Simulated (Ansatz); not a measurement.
Run on Zn (fcc type): DFT, PBE, all-electron LAPW, scalar-relativistic (Ansatz 0.2.0). This run: fcc relaxed under pressure.

The cell comes from a relaxation on PAW files under the same functional, begun from a prototype that needn't be the stable phase.

Command: `ansatz run input.yaml --threads 1 --pin off --max-ram 3584MiB --backend cpu --events-out ev --progress --plain --runs-dir out` It took 21 s on 1 thread of Intel(R) Xeon(R) 6975P-C (Granite Rapids), with other jobs on the host, peak memory 0.57 GiB.

```yaml
crystal:
  lattice:
    - [0.0, 1.4844139974, 1.4844139974]
    - [1.4844139974, 0.0, 1.4844139974]
    - [1.4844139974, 1.4844139974, 0.0]
  atoms:
    - { symbol: Zn, position: [0.0, 0.0, 0.0] }
kpoints:
  mp_grid: { grid: [22, 22, 22] }
scf:
  occupations: { method: fermi_dirac, width: 0.05 }
hamiltonian:
  xc: pbe
  pseudopotentials: { kind: all_electron, lapw: { basis_error: 0.0005 } }
output:
  forces: true
  stress: true
  eigenvalues: true
relax:
  f_tol: 0.005
  max_steps: 12
  cell: { p_target: 490.0, stress_tol: 0.245 }
```

Output:

```
The last accepted step is kept in <dir> (removed where the run ends without a failure and the disk answers)
LAPW: plane waves up to 11.860 Å⁻¹, error target 5.0e-4 eV per atom; small_component_spin mean_spin; Zn in spheres of 1.018 Å, 20 of its electrons in bands, Dirac shells [] (how accurate: hamiltonian.pseudopotentials.lapw.basis_error, Limitations)
Engine: ansatz 0.2.0
Pseudopotentials: kind: all_electron
Pseudopotential: Zn, LAPW, valence charge 20, lapw/all_electron/scalar/gaussian/Zn, Koelling and Harmon's equation, gaussian nucleus
Functional definition: PBE
  parameter kappa = 0.804
  parameter beta = 0.06672455060314922
  exchange = pbe_x(kappa = kappa, mu = beta*pi^2/3)
  correlation = pbe_c(beta = beta)
Crystal: 1 atoms, lattice volume = 6.542 Å³
Basis set: ecut = 535.942336494266 eV, 169 PW (Γ), exchange–correlation at level 2
Bands: 14, of which v1, the nominal top of the filled ones, is band 10 counted from 1 (9 counted from 0)
Symmetry: 48 space group operations
Space group: Fm-3m (ITA 225), of the structure as read, at distance tolerance 1.9e-5 Å
k-points: 328 of 10648
Non-local potential: Zn, projectors of the file, none
Initial density: superposition of atomic densities (chi_scale 0.1, normalization cell)
Initial wavefunctions: plane waves of lowest kinetic energy (no species holds an atomic orbital)
Functional: x = pbe(κ = 0.804, μ = 0.2195149727645171), c = pbe(β = 0.06672455060314922)
iter 1 solved again at ethr=4.65e-4 eV; its pass at ethr=1.00e-1 eV (dr2=9.30e-2 eV) is discarded
SCF iter   1: F=—  HF=-48867.608542 eV  |F-HF|=—  |Δ(HF+E_count)|=         —  Δρ=6.62e-2  dr2=9.34e-2  ethr=4.65e-4  ⟨swp⟩=2.8  Hψ=31937  notcnv=0
preconditioner: auto → none  [metal: Δε(μ)=0.023 eV  Ē_g=27.261 eV  σ=0.050 eV  W_gap=0.11  n_scr=0 (ndim 8)  ℏωp=50.3 eV  f_vac=0.000  D(μ)=0.17/eV (n_scr^D=0)]
iter 2 solved again at ethr=5.08e-6 eV; its pass at ethr=4.65e-4 eV (dr2=1.02e-3 eV) is discarded
SCF iter   2: F=—  HF=-48867.360594 eV  |F-HF|=—  |Δ(HF+E_count)|=   2.48e-1  Δρ=6.86e-3  dr2=1.02e-3  ethr=5.08e-6  ⟨swp⟩=2.0  Hψ=23192  notcnv=0
SCF iter   3: F=—  HF=-48867.238896 eV  |F-HF|=—  |Δ(HF+E_count)|=   1.22e-1  Δρ=1.51e-2  dr2=4.62e-3  ethr=5.08e-6  ⟨swp⟩=3.0  Hψ=15430  notcnv=0
SCF iter   4: F=—  HF=-48867.232848 eV  |F-HF|=—  |Δ(HF+E_count)|=   6.05e-3  Δρ=1.92e-3  dr2=7.16e-5  ethr=5.08e-6  ⟨swp⟩=2.1  Hψ=12191  notcnv=0
SCF iter   5: F=—  HF=-48867.232844 eV  |F-HF|=—  |Δ(HF+E_count)|=   3.57e-6  Δρ=7.81e-5  dr2=2.12e-7  ethr=3.58e-7  ⟨swp⟩=2.0  Hψ=12152  notcnv=0
SCF iter   6: F=-48867.232842 eV  HF=-48867.232842 eV  |F-HF|=1.90e-8  |Δ(HF+E_count)|=   1.66e-6  Δρ=5.12e-6  dr2=9.13e-10  ethr=1.06e-9  ⟨swp⟩=3.0  Hψ=12792  notcnv=0
SCF 1 converged in 6 iterations: F = -48867.232842 eV  dr2 = 9.13e-10
relax step   1: F+E_penalty+E_count = -48867.23284241 eV  Δ(F+E_penalty+E_count) = +0.000e0 eV  max|allowed force component| = 0.000e0 eV/Å  Δτ_max = 0.0000 Å  P = +490.004 GPa  Ω = 6.542 Å³  (6 SCF iters, accepted)
Initial density: handed on by an earlier stage of this run
Initial wavefunctions: those handed on with the density
iter 1 solved again at ethr=4.60e-12 eV; its pass at ethr=1.00e-1 eV (dr2=9.19e-10 eV) is discarded
SCF iter   1: F=—  HF=-48867.232842 eV  |F-HF|=—  |Δ(HF+E_count)|=         —  Δρ=5.18e-6  dr2=9.29e-10  ethr=4.60e-12  ⟨swp⟩=4.7  Hψ=24105  notcnv=0
preconditioner: auto → none  [metal: Δε(μ)=0.051 eV  Ē_g=28.187 eV  σ=0.050 eV  W_gap=0.24  n_scr=0 (ndim 8)  ℏωp=50.3 eV  f_vac=0.000  D(μ)=0.18/eV (n_scr^D=0)]
SCF iter   2: F=-48867.232842 eV  HF=-48867.232842 eV  |F-HF|=6.00e-9  |Δ(HF+E_count)|=   3.60e-9  Δρ=3.41e-6  dr2=2.03e-10  ethr=4.60e-12  ⟨swp⟩=3.0  Hψ=13816  notcnv=0
SCF 2 converged in 2 iterations: F = -48867.232842 eV  dr2 = 2.03e-10
relax step   2: F+E_penalty+E_count = -48867.23284242 eV  Δ(F+E_penalty+E_count) = -8.418e-9 eV  max|allowed force component| = 0.000e0 eV/Å  Δτ_max = 0.0000 Å  P = +490.004 GPa  Ω = 6.542 Å³  stress off target by 3.53e-3 GPa  SCF on the basis re-selected at this cell (its energy is not comparable with the rows above)  (2 SCF iters)
basis re-selected at this cell: Δ(F+E_penalty+E_count) = -8.418e-9 eV, ΔP = -0.001 GPa vs the last step (what re-selecting the basis moved, after the strain that the cell walked since its last selection, with what the two solves' SCF thresholds leave and, on support functions, any second-order correction that the steps lacked; it is no measure of the basis error at this ecutwfc). This SCF's stress stands 3.53e-3 GPa from its target on what of the cell is left free (relax.cell.stress_tol is 2.45e-1 GPa) and its largest allowed force component is 0.00e0 eV/Å (relax.f_tol is 5.00e-3 eV/Å): within both
SCF converged after 2 iterations
Free energy (F): -48867.232842 eV
Harris-Foulkes:  -48867.232842 eV  (|F-HF|=6.00e-9)
Internal energy: -48867.231378 eV  (E = F + TS)
E sigma→0 (E₀):  -48867.232110 eV
Entropy (-TS):   -0.001464 eV (-1.464 meV/atom)
Fermi energy:    38.988380 eV
--- Per-component energies (eV) ---
  E_band       = -151.299739
  E_kinetic    = 49826.202190
  E_xc         = -1959.440370
  E_electrostatic = -96733.993199  (all electrons and nuclei)
  E_smearing   = -0.001464  (= −TS)
  E_closure    = 0.000000  (closes the sum)
  E_atoms      = -48871.914906  (free atoms, spherical and without spin; not in F)
  Σ components = -48867.232842   (vs F -48867.232842, Δ=0.00e0)
  Basis errors (estimates in eV, not in F): energy 1.1e-4 per atom: plane waves 1.0e-4 (5.4e-5 summed), levels above the bands 2.0e-224, relativity 1.5e-8, radial functions 4.7e-6, core shells 9.6e-9; eigenvalues (radial functions only) 1.4e-6; not estimated: angular momenta, meshes, grids; target (lapw.basis_error) 5.0e-4; muffin-tin radii Zn 1.018 Å
--- Forces (eV/Å), atoms counted from 1 ---
  atom   1  Zn     0.00000000     0.00000000     0.00000000
  max |Σ_I F_I| component: 1.36e-31 eV/Å
--- Stress (GPa, compression-positive) ---
      490.003530       0.000000       0.000000
        0.000000     490.003530       0.000000
        0.000000       0.000000     490.003530
  P = ⅓ Tr σ = 490.0035 GPa (4900.035 kbar)
--- Band table (eV; the first three rows and the last of 328) ---
  k-point 0: bands = ["-92.8740", "-46.6899", "-46.6899", "-46.6899", "17.6096", "25.2490", "25.2490", "25.2490", "26.9192", "26.9192", "60.8059", "67.8673", "67.8673", "67.8673"]
  k-point 1: bands = ["-92.8715", "-46.7025", "-46.6916", "-46.6916", "17.7249", "25.2163", "25.2781", "25.2781", "26.9064", "26.9064", "60.5985", "66.2134", "67.6074", "67.6074"]
  k-point 2: bands = ["-92.8643", "-46.7392", "-46.6966", "-46.6966", "18.0658", "25.1261", "25.3576", "25.3576", "26.8756", "26.8756", "59.6604", "64.0461", "67.0532", "67.0532"]
  k-point 327: bands = ["-92.7106", "-47.1156", "-47.0653", "-46.9189", "23.0859", "24.0594", "24.7434", "26.8815", "28.3769", "40.0368", "41.9637", "43.6074", "47.2486", "69.2668"]
--- Relaxed structure (1 steps of the walk, 1 accepted, 1 SCFs on fresh bases) ---
  F+E_penalty+E_count = -48867.23284242 eV   max|allowed force component| = 0.000e0 eV/Å   (the final SCF, on the basis selected at the relaxed cell)
  cell:  # Å, volume = 6.5418 Å³
    - [0.0, 1.4844139974, 1.4844139974]
    - [1.4844139974, 0.0, 1.4844139974]
    - [1.4844139974, 1.4844139974, 0.0]
  atoms:
    - { symbol: Zn, position: [0.0, 0.0, 0.0] }
```

Next run (bcc relaxed under pressure), as changes to the input before:

```diff
   lattice:
-    - [0.0, 1.4844139974, 1.4844139974]
-    - [1.4844139974, 0.0, 1.4844139974]
-    - [1.4844139974, 1.4844139974, 0.0]
+    - [-1.1790424164, 1.1790424164, 1.1790424164]
+    - [1.1790424164, -1.1790424164, 1.1790424164]
+    - [1.1790424164, 1.1790424164, -1.1790424164]
   atoms:
 kpoints:
-  mp_grid: { grid: [22, 22, 22] }
+  mp_grid: { grid: [23, 23, 23] }
 scf:
```

Results part of the output:

```
basis re-selected at this cell: Δ(F+E_penalty+E_count) = -4.518e-9 eV, ΔP = +0.000 GPa vs the last step (what re-selecting the basis moved, after the strain that the cell walked since its last selection, with what the two solves' SCF thresholds leave and, on support functions, any second-order correction that the steps lacked; it is no measure of the basis error at this ecutwfc). This SCF's stress stands 9.54e-2 GPa from its target on what of the cell is left free (relax.cell.stress_tol is 2.45e-1 GPa) and its largest allowed force component is 0.00e0 eV/Å (relax.f_tol is 5.00e-3 eV/Å): within both
SCF converged after 2 iterations
Free energy (F): -48867.114337 eV
Harris-Foulkes:  -48867.114337 eV  (|F-HF|=2.24e-9)
Internal energy: -48867.112233 eV  (E = F + TS)
E sigma→0 (E₀):  -48867.113285 eV
Entropy (-TS):   -0.002104 eV (-2.104 meV/atom)
Fermi energy:    39.732578 eV
--- Per-component energies (eV) ---
  E_band       = -151.895203
  E_kinetic    = 49826.211761
  E_xc         = -1959.510749
  E_electrostatic = -96733.813246  (all electrons and nuclei)
  E_smearing   = -0.002104  (= −TS)
  E_closure    = 0.000000  (closes the sum)
  E_atoms      = -48871.914906  (free atoms, spherical and without spin; not in F)
  Σ components = -48867.114337   (vs F -48867.114337, Δ=0.00e0)
  Basis errors (estimates in eV, not in F): energy 1.3e-4 per atom: plane waves 1.2e-4 (6.4e-5 summed), levels above the bands 6.7e-186, relativity 1.9e-8, radial functions 1.1e-5, core shells 2.4e-8; eigenvalues (radial functions only) 5.5e-6; not estimated: angular momenta, meshes, grids; target (lapw.basis_error) 5.0e-4; muffin-tin radii Zn 0.990 Å
--- Forces (eV/Å), atoms counted from 1 ---
  atom   1  Zn    -0.00000000     0.00000000     0.00000000
  max |Σ_I F_I| component: 2.47e-31 eV/Å
--- Stress (GPa, compression-positive) ---
      490.095386       0.000000       0.000000
        0.000000     490.095386       0.000000
        0.000000       0.000000     490.095386
  P = ⅓ Tr σ = 490.0954 GPa (4900.954 kbar)
--- Band table (eV; the first three rows and the last of 364) ---
  k-point 0: bands = ["-92.9069", "-46.7172", "-46.7172", "-46.7172", "17.5643", "25.0744", "25.0744", "25.0744", "27.0971", "27.0971", "64.4480", "64.4480", "64.4480", "71.9276"]
  k-point 1: bands = ["-92.9044", "-46.7289", "-46.7211", "-46.7172", "17.6758", "25.0462", "25.0737", "25.1307", "27.0676", "27.0992", "63.6609", "64.2954", "64.3467", "71.5610"]
  k-point 2: bands = ["-92.8973", "-46.7630", "-46.7324", "-46.7172", "18.0057", "24.9640", "25.0685", "25.2970", "26.9896", "27.1058", "61.7493", "63.7835", "64.0785", "71.0522"]
  k-point 363: bands = ["-92.6795", "-47.1600", "-47.1581", "-47.1581", "22.0482", "22.0502", "28.2075", "28.2075", "28.2336", "43.2497", "43.8189", "43.8189", "50.7341", "51.1048"]
--- Relaxed structure (2 steps of the walk, 2 accepted, 1 SCFs on fresh bases) ---
  F+E_penalty+E_count = -48867.11433659 eV   max|allowed force component| = 0.000e0 eV/Å   (the final SCF, on the basis selected at the relaxed cell)
  cell:  # Å, volume = 6.5548 Å³
    - [-1.178959758285185, 1.178959758285185, 1.178959758285185]
    - [1.178959758285185, -1.178959758285185, 1.178959758285185]
    - [1.178959758285185, 1.178959758285185, -1.178959758285185]
  atoms:
    - { symbol: Zn, position: [0.0, 0.0, 0.0] }
```

Next run (hcp relaxed under pressure), as changes to the input before:

```diff
   lattice:
-    - [-1.1790424164, 1.1790424164, 1.1790424164]
-    - [1.1790424164, -1.1790424164, 1.1790424164]
-    - [1.1790424164, 1.1790424164, -1.1790424164]
+    - [2.1105152234, 0.0, 0.0]
+    - [-1.0552576117, 1.8277597986, 0.0]
+    - [0.0, 0.0, 3.3915347017]
   atoms:
-    - { symbol: Zn, position: [0.0, 0.0, 0.0] }
+    - { symbol: Zn, position: [0.3333333333, 0.6666666667, 0.25] }
+    - { symbol: Zn, position: [0.6666666667, 0.3333333333, 0.75] }
 kpoints:
-  mp_grid: { grid: [23, 23, 23] }
+  mp_grid: { grid: [21, 21, 11] }
 scf:
```

Command: `ansatz run input.yaml --threads 1 --pin off --max-ram 3584MiB --backend cpu --events-out ev --progress --plain --runs-dir out` It took 61 s on 1 thread of Intel(R) Xeon(R) 6975P-C (Granite Rapids), on a shared host, peak memory 0.97 GiB.

Results part of the output:

```
basis re-selected at this cell: Δ(F+E_penalty+E_count) = -1.180e-8 eV, ΔP = +0.000 GPa vs the last step (what re-selecting the basis moved, after the strain that the cell walked since its last selection, with what the two solves' SCF thresholds leave and, on support functions, any second-order correction that the steps lacked; it is no measure of the basis error at this ecutwfc). This SCF's stress stands 1.56e-1 GPa from its target on what of the cell is left free (relax.cell.stress_tol is 2.45e-1 GPa) and its largest allowed force component is 4.53e-16 eV/Å (relax.f_tol is 5.00e-3 eV/Å): within both
SCF converged after 2 iterations
Free energy (F): -97734.613726 eV
Harris-Foulkes:  -97734.613726 eV  (|F-HF|=1.09e-9)
Internal energy: -97734.612099 eV  (E = F + TS)
E sigma→0 (E₀):  -97734.612912 eV
Entropy (-TS):   -0.001628 eV (-0.814 meV/atom)
Fermi energy:    39.042375 eV
--- Per-component energies (eV) ---
  E_band       = -302.244816
  E_kinetic    = 99652.582907
  E_xc         = -3918.933465
  E_electrostatic = -193468.261541  (all electrons and nuclei)
  E_smearing   = -0.001628  (= −TS)
  E_closure    = 0.000000  (closes the sum)
  E_atoms      = -97743.829811  (free atoms, spherical and without spin; not in F)
  Σ components = -97734.613726   (vs F -97734.613726, Δ=0.00e0)
  Basis errors (estimates in eV, not in F): energy 1.1e-4 per atom: plane waves 1.1e-4 (5.6e-5 summed), levels above the bands 4.1e-96, relativity 1.7e-8, radial functions 9.0e-6, core shells 1.1e-8; eigenvalues (radial functions only) 7.5e-7; not estimated: angular momenta, meshes, grids; target (lapw.basis_error) 5.0e-4; muffin-tin radii Zn 1.013 Å
--- Forces (eV/Å), atoms counted from 1 ---
  atom   1  Zn    -0.00000000     0.00000000    -0.00000000
  atom   2  Zn     0.00000000    -0.00000000     0.00000000
  max |Σ_I F_I| component: 7.40e-17 eV/Å
--- Stress (GPa, compression-positive) ---
      489.904443      -0.000000      -0.000000
       -0.000000     489.904443      -0.000000
        0.000000      -0.000000     490.156048
  P = ⅓ Tr σ = 489.9883 GPa (4899.883 kbar)
--- Band table (eV; the first three rows and the last of 288) ---
  k-point 0: bands = ["-92.8585", "-92.7271", "-47.3043", "-46.7700", "-46.7700", "-46.6781", "-46.6781", "-46.6664", "17.6113", "21.9919", "25.3541", "25.3541", "25.3548", "25.8077", "25.8077", "26.2723", "26.2723", "27.8711", "27.8711", "29.7368", "39.1076", "59.2595", "63.7357", "64.0355"]
  k-point 1: bands = ["-92.8558", "-92.7298", "-47.2916", "-46.7682", "-46.7682", "-46.6800", "-46.6800", "-46.6796", "17.7295", "21.9952", "25.3166", "25.3166", "25.3235", "25.7734", "25.7734", "26.3530", "26.3530", "27.8662", "27.8662", "29.2388", "39.8002", "59.2196", "63.4878", "63.5213"]
  k-point 2: bands = ["-92.8481", "-92.7376", "-47.2545", "-46.7628", "-46.7628", "-46.7179", "-46.6854", "-46.6854", "18.0785", "21.9866", "25.2366", "25.2428", "25.2428", "25.6800", "25.6800", "26.5529", "26.5529", "27.8443", "27.8443", "28.0885", "41.5483", "59.0247", "61.5147", "62.8601"]
  k-point 287: bands = ["-92.7068", "-92.7068", "-47.1672", "-47.1672", "-47.0456", "-47.0179", "-46.7832", "-46.7832", "23.6486", "23.6486", "23.7660", "23.9462", "24.9888", "24.9888", "26.3019", "26.4663", "27.9251", "27.9251", "37.6270", "37.6270", "39.1161", "40.3145", "43.8420", "43.8420"]
--- Relaxed structure (2 steps of the walk, 2 accepted, 1 SCFs on fresh bases) ---
  F+E_penalty+E_count = -97734.61372625 eV   max|allowed force component| = 4.533e-16 eV/Å   (the final SCF, on the basis selected at the relaxed cell)
  cell:  # Å, volume = 13.0830 Å³
    - [2.1103861183250348, 3.450041708586195e-34, -2.717799391404234e-21]
    - [-1.0551930591625174, 1.8276479902635119, 1.3588996957023161e-21]
    - [-4.367422156378246e-21, 3.6960757408277476e-34, 3.3919781991924647]
  atoms:
    - { symbol: Zn, position: [0.3333333333333333, 0.6666666666666666, 0.24999999999999997] }
    - { symbol: Zn, position: [0.6666666666666666, 0.3333333333333333, 0.7499999999999999] }
```

Next run (diamond relaxed under pressure), as changes to the input before:

```diff
   lattice:
-    - [2.1105152234, 0.0, 0.0]
-    - [-1.0552576117, 1.8277597986, 0.0]
-    - [0.0, 0.0, 3.3915347017]
+    - [0.0, 1.9938781741, 1.9938781741]
+    - [1.9938781741, 0.0, 1.9938781741]
+    - [1.9938781741, 1.9938781741, 0.0]
   atoms:
-    - { symbol: Zn, position: [0.3333333333, 0.6666666667, 0.25] }
-    - { symbol: Zn, position: [0.6666666667, 0.3333333333, 0.75] }
+    - { symbol: Zn, position: [-0.125, -0.125, -0.125] }
+    - { symbol: Zn, position: [0.125, 0.125, 0.125] }
 kpoints:
-  mp_grid: { grid: [21, 21, 11] }
+  mp_grid: { grid: [16, 16, 16] }
 scf:
```

Results part of the output:

```
basis re-selected at this cell: Δ(F+E_penalty+E_count) = +5.488e-8 eV, ΔP = +0.001 GPa vs the last step (what re-selecting the basis moved, after the strain that the cell walked since its last selection, with what the two solves' SCF thresholds leave and, on support functions, any second-order correction that the steps lacked; it is no measure of the basis error at this ecutwfc). This SCF's stress stands 1.99e-2 GPa from its target on what of the cell is left free (relax.cell.stress_tol is 2.45e-1 GPa) and its largest allowed force component is 1.11e-16 eV/Å (relax.f_tol is 5.00e-3 eV/Å): within both
SCF converged after 2 iterations
Free energy (F): -97727.739480 eV
Harris-Foulkes:  -97727.739480 eV  (|F-HF|=1.56e-8)
Internal energy: -97727.735346 eV  (E = F + TS)
E sigma→0 (E₀):  -97727.737413 eV
Entropy (-TS):   -0.004134 eV (-2.067 meV/atom)
Fermi energy:    30.203371 eV
--- Per-component energies (eV) ---
  E_band       = -12278.648689
  E_kinetic    = 99672.297135
  E_xc         = -3918.902115
  E_electrostatic = -193481.130365  (all electrons and nuclei)
  E_smearing   = -0.004134  (= −TS)
  E_closure    = 0.000000  (closes the sum)
  E_atoms      = -97743.829811  (free atoms, spherical and without spin; not in F)
  Σ components = -97727.739480   (vs F -97727.739480, Δ=0.00e0)
  Basis errors (estimates in eV, not in F): energy 2.1e-4 per atom: plane waves 1.9e-4 (1.2e-4 summed), levels above the bands 1.5e-155, relativity 1.0e-7, radial functions 1.5e-5, core shells 4.3e-7; eigenvalues (radial functions only) 1.3e-7; not estimated: angular momenta, meshes, grids; target (lapw.basis_error) 5.0e-4; muffin-tin radii Zn 0.839 Å
[... lines left out ...]
      489.980075      -0.000000      -0.000000
       -0.000000     489.980075      -0.000000
       -0.000000      -0.000000     489.980075
  P = ⅓ Tr σ = 489.9801 GPa (4899.801 kbar)
--- Band table (eV; the first three rows and the last of 145) ---
  k-point 0: bands = ["-973.8614", "-973.8614", "-973.8614", "-973.8614", "-973.8614", "-973.8614", "-100.5652", "-99.8364", "-54.9117", "-54.9117", "-54.9117", "-53.9460", "-53.9460", "-53.9460", "13.4346", "16.1938", "16.1938", "16.5549", "16.5549", "16.5549", "19.5119", "19.5119", "19.5119", "21.3612", "21.3612", "43.4820", "43.4820", "43.4820", "43.5567", "43.5567", "43.5567", "46.7053"]
  k-point 1: bands = ["-973.8614", "-973.8614", "-973.8614", "-973.8614", "-973.8614", "-973.8614", "-100.5601", "-99.8417", "-54.9163", "-54.9163", "-54.9111", "-53.9472", "-53.9414", "-53.9414", "13.5531", "16.1200", "16.1200", "16.5618", "16.6555", "16.6555", "19.4711", "19.5014", "19.5014", "21.3626", "21.3626", "40.7657", "42.3787", "42.3787", "44.8069", "44.8069", "44.8753", "47.3517"]
  k-point 2: bands = ["-973.8614", "-973.8614", "-973.8614", "-973.8614", "-973.8614", "-973.8614", "-100.5449", "-99.8573", "-54.9292", "-54.9292", "-54.9093", "-53.9507", "-53.9285", "-53.9285", "13.8995", "16.0116", "16.0116", "16.5900", "16.8338", "16.8338", "19.3553", "19.4816", "19.4816", "21.3635", "21.3635", "37.8623", "41.3874", "41.3874", "44.4665", "46.2327", "46.2327", "48.1481"]
  k-point 144: bands = ["-973.8614", "-973.8614", "-973.8614", "-973.8614", "-973.8614", "-973.8614", "-100.2032", "-100.2032", "-55.1342", "-55.1342", "-54.4317", "-54.4317", "-53.7296", "-53.7296", "15.2887", "15.2887", "17.3519", "17.3519", "18.0550", "18.0550", "18.8869", "18.8869", "21.7011", "21.7011", "27.2414", "27.2414", "27.6117", "27.6117", "45.4482", "45.4482", "48.9429", "48.9429"]
--- Relaxed structure (3 steps of the walk, 3 accepted, 1 SCFs on fresh bases) ---
  F+E_penalty+E_count = -97727.73947959 eV   max|allowed force component| = 1.110e-16 eV/Å   (the final SCF, on the basis selected at the relaxed cell)
  cell:  # Å, volume = 15.9200 Å³
    - [-1.7196880611022615e-34, 1.9966615426598278, 1.9966615426598278]
    - [1.9966615426598278, -1.6241498354854693e-34, 1.9966615426598278]
    - [1.9966615426598278, 1.9966615426598278, -8.598440305511307e-35]
  atoms:
    - { symbol: Zn, position: [-0.125, -0.125, -0.125] }
    - { symbol: Zn, position: [0.125, 0.125, 0.125] }
```
